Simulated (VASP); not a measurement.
HfO2:

```
CELL_PARAMETERS angstrom
5.11800 0.00000 0.00000
0.00000 5.18570 0.00000
-0.85866 0.00000 5.21387
ATOMIC_POSITIONS crystal
Hf 0.27550 0.03970 0.20800
Hf 0.72450 0.53970 0.29200
Hf 0.72450 0.96030 0.79200
Hf 0.27550 0.46030 0.70800
O 0.44870 0.75810 0.48010
O 0.55130 0.25810 0.01990
O 0.55130 0.24190 0.51990
O 0.44870 0.74190 0.98010
O 0.07420 0.33160 0.34670
O 0.92580 0.83160 0.15330
O 0.92580 0.66840 0.65330
O 0.07420 0.16840 0.84670
```

| Quantity | Value |
| --- | --- |
| Program | VASP 6.6.1 |
| Task | relaxation of cell and atoms |
| Functional | PBEsol |
| Potentials or basis | VASP PAW PBE potentials, release 64 (Hf_pv, O) |
| Cutoff | 600 eV |
| k mesh | 6 × 6 × 6 |
| Occupations | gaussian, width 0.03 eV |
| Spin | no spin polarisation |

At the start: pressure -4.8 GPa; volume 11.53 Å³/atom.

Task: How do energy, volume and symmetry change on relaxing?

Result: Over 32 steps the energy falls by 6.3 meV/atom and the volume is 11.27 Å³/atom (-2.3 %); space group P2_1/c (No. 14, to 0.05 Å).

Step by step:
```tsv
step	energy change (eV)	largest force (eV/Å)	pressure (GPa)	volume (Å³)
1	0.0000	0.4314	-4.81	138.38
2	0.0327	0.2186	8.20	131.56
3	-0.0579	0.2858	0.68	135.29
4	-0.0678	0.2192	-0.14	135.50
5	-0.0680	0.1805	-0.03	135.47
6	-0.0722	0.0744	-0.03	135.51
7	-0.0722	0.0831	-0.03	135.51
8	-0.0737	0.0185	-0.02	135.48
9	-0.0738	0.0228	-0.01	135.48
10	-0.0740	0.0172	0.04	135.46
11	-0.0740	0.0201	0.06	135.45
12	-0.0741	0.0176	-0.08	135.52
13	-0.0741	0.0167	-0.15	135.55
14	-0.0742	0.0144	-0.10	135.52
15	-0.0743	0.0215	0.03	135.44
16	-0.0744	0.0160	0.03	135.43
17	-0.0746	0.0219	0.02	135.39
18	-0.0745	0.0699	-0.01	135.31
19	-0.0746	0.0421	0.00	135.36
20	-0.0747	0.0344	0.01	135.35
21	-0.0748	0.0207	0.03	135.32
22	-0.0748	0.0406	0.07	135.26
23	-0.0749	0.0215	0.04	135.29
24	-0.0749	0.0181	0.02	135.30
25	-0.0751	0.0151	-0.07	135.33
26	-0.0752	0.0118	-0.24	135.40
27	-0.0752	0.0106	-0.19	135.37
28	-0.0753	0.0114	-0.08	135.29
29	-0.0753	0.0135	-0.04	135.27
30	-0.0753	0.0123	-0.04	135.28
31	-0.0753	0.0104	-0.05	135.27
32	-0.0753	0.0051	-0.01	135.25
```

Final structure:
```
CELL_PARAMETERS angstrom
5.07488 0.00000 -0.01241
0.00000 5.15625 0.00000
-0.86415 0.00000 5.17090
ATOMIC_POSITIONS crystal
Hf 0.27735 0.04275 0.20767
Hf 0.72266 0.54275 0.29233
Hf 0.72265 0.95725 0.79233
Hf 0.27735 0.45725 0.70767
O 0.44694 0.75833 0.48096
O 0.55306 0.25833 0.01904
O 0.55306 0.24167 0.51904
O 0.44694 0.74167 0.98096
O 0.07163 0.33814 0.34011
O 0.92837 0.83814 0.15989
O 0.92837 0.66186 0.65989
O 0.07163 0.16186 0.84011
```

Caveat: the PAW data sets were made with another functional, which shifts forces and pressure a little.
